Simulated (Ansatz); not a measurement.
Crystal: Bi.

```
Bi
1.0
    -1.98143    1.98143    1.98143
     1.98143   -1.98143    1.98143
     1.98143    1.98143   -1.98143
Bi
1
Cartesian
  0.0000 0.0000 0.0000
```

This isn't the form of Bi at room conditions, which is rhombohedral.

- Program: Ansatz 0.2.0
- Task: relaxation of cell and atoms
- Functional: PBE
- Dispersion: D3(BJ)
- Potentials or basis: Ansatz PAW
- Cutoff: 420 eV (not typed: the program's choice for these potentials)
- k mesh: 9 × 9 × 9
- Occupations: fermi-dirac, width 0.05 eV
- Spin: no spin polarisation

At the start: volume 31.12 Å³/atom.

Problem. How do energy, volume and symmetry change on relaxing?

Solution. It ends after 4 steps and the volume is 30.18 Å³/atom (-3.0 %); space group Im-3m (No. 229, to 0.05 Å).

The path:
| step | energy change (eV) | largest force (eV/Å) | volume (Å³) |
| --- | --- | --- | --- |
| 1 | 0.0000 | 0.0000 | 31.12 |
| 2 | -0.0051 | 0.0000 | 29.93 |
| 3 | -0.0054 | 0.0000 | 30.18 |
| 4 | -0.0052 | 0.0000 | 30.18 |

Final structure:
```xyz
1
Lattice="-1.9613 1.9613 1.9613 1.9613 -1.9613 1.9613 1.9613 1.9613 -1.9613" Properties=species:S:1:pos:R:3 pbc="T T T"
Bi    0.0000    0.0000    0.0000
```

Caveat: the plane-wave basis is chosen anew once the cell has moved, so the energies of steps on either side of that aren't comparable.
